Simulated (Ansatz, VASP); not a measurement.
## Na2S in VASP and in Ansatz

Contents of INCAR:

```
PREC = Accurate ; ENCUT = 520
EDIFF = 1E-6 ; ISMEAR = 0
SIGMA = 0.01 ; LREAL = F
LASPH = T ; NELM = 100
ALGO = Normal ; ISIF = 2
LWAVE = F ; LCHARG = T
GGA = PE ; LELF = T
LVHAR = T ; NBANDS = 17
```

Contents of KPOINTS:

```
regular mesh
0
Gamma
  5 5 5
```

File POSCAR:

```
Na2S
1.0
    0.0000000000      3.2735000000      3.2735000000
    3.2735000000      0.0000000000      3.2735000000
    3.2735000000      3.2735000000      0.0000000000
Na S
2 1
Direct
    0.2500000000      0.2500000000      0.2500000000
    0.7500000000      0.7500000000      0.7500000000
    0.0000000000      0.0000000000      0.0000000000
```

Input for Ansatz:

```yaml
crystal:
  lattice:
    - [0.0, 3.2735, 3.2735]
    - [3.2735, 0.0, 3.2735]
    - [3.2735, 3.2735, 0.0]
  atoms:
    - { symbol: Na, position: [0.25, 0.25, 0.25] }
    - { symbol: Na, position: [0.75, 0.75, 0.75] }
    - { symbol: S, position: [0.0, 0.0, 0.0] }
basis:
  ecutwfc: 470.0
kpoints:
  mp_grid:
    grid: [5, 5, 5]
  band_path:
    path:
      - [0.0, 0.0, 0.0]
      - [0.5, 0.0, 0.5]
      - [0.625, 0.25, 0.625]
    npoints: 10
hamiltonian:
  xc: pbe
  pseudopotentials:
    kind: paw
scf:
  occupations:
    method: fixed
```

Alike in both runs: task single point; functional PBE; k mesh 5 × 5 × 5; no spin polarisation.

|  | VASP | Ansatz |
| --- | --- | --- |
| version | VASP 6.6.1 | Ansatz 0.2.0 |
| potentials or method | VASP PAW PBE potentials, release 64 (Na_pv, S) | plane waves, PAW |
| plane-wave cutoff (eV) | 520 | 470 |
| occupations | gaussian, width 0.01 eV | fixed |
| valence electrons in the cell | 20 | 24 |

|  | VASP | Ansatz | Ansatz less VASP |
| --- | --- | --- | --- |
| gap on the k mesh at the Fermi level (eV) | 2.48 | 2.48 | +0.002 |

The two sets of potentials don't hold the same shells in valence.

As with any semilocal functional, this PBE gap is likely too small.
